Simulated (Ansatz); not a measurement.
Ca (hcp)

Level of theory: DFT, PBE, scalar-relativistic, no spin polarisation; plane waves to 420 eV with PAW datasets (Ansatz 0.2.0), 12×12×8 k-mesh, Gaussian smearing of 0.05 eV. The datasets are Ansatz's generated set soft_2.

```cif
data_structure
_symmetry_space_group_name_H-M 'P 1'
_symmetry_Int_Tables_number 1
_cell_length_a 3.9056
_cell_length_b 3.9056
_cell_length_c 6.4063
_cell_angle_alpha 90.000
_cell_angle_beta 90.000
_cell_angle_gamma 120.000
_cell_volume 84.63
loop_
_atom_site_label
_atom_site_type_symbol
_atom_site_fract_x
_atom_site_fract_y
_atom_site_fract_z
_atom_site_occupancy
Ca1 Ca 0.33333 0.66667 0.75000 1
Ca2 Ca 0.66667 0.33333 0.25000 1
```

At room temperature and ambient pressure Ca is fcc.

The cell is relaxed to zero pressure at this level.

Path: Γ–M–K–Γ–A–L–H–A | L–M | H–K, with Γ = (0.000, 0.000, 0.000), M = (0.500, 0.000, 0.000), K = (0.333, 0.333, 0.000), A = (0.000, 0.000, 0.500), L = (0.500, 0.000, 0.500), H = (0.333, 0.333, 0.500) in reciprocal vectors of the calculation's cell.

Q: Is it a metal or an insulator, and if it has a gap, where are the band edges on this path?

A: A metal: bands cross the Fermi level.

Levels between -4 and 4 eV from the Fermi level at the path's named points:
| point | below E_F (eV) | above E_F (eV) |
| --- | --- | --- |
| Γ | -1.07 -0.25 | 2.23 2.25 2.25 2.56 2.56 2.96 2.96 3.83 3.83 |
| M | -1.15 -0.73 | 0.18 0.35 1.33 1.88 2.17 |
| K | -0.28 -0.28 -0.23 | 0.54 1.40 1.40 2.09 3.66 3.66 3.81 |
| A | -3.08 -3.08 | 1.35 1.35 2.25 2.25 2.25 2.25 3.60 3.60 3.60 3.60 |
| L | -0.72 -0.72 | 0.07 0.07 1.42 1.42 2.83 2.83 3.97 3.97 |
| H |  | 0.11 0.11 0.34 0.34 0.46 0.46 2.72 2.72 3.79 3.79 |
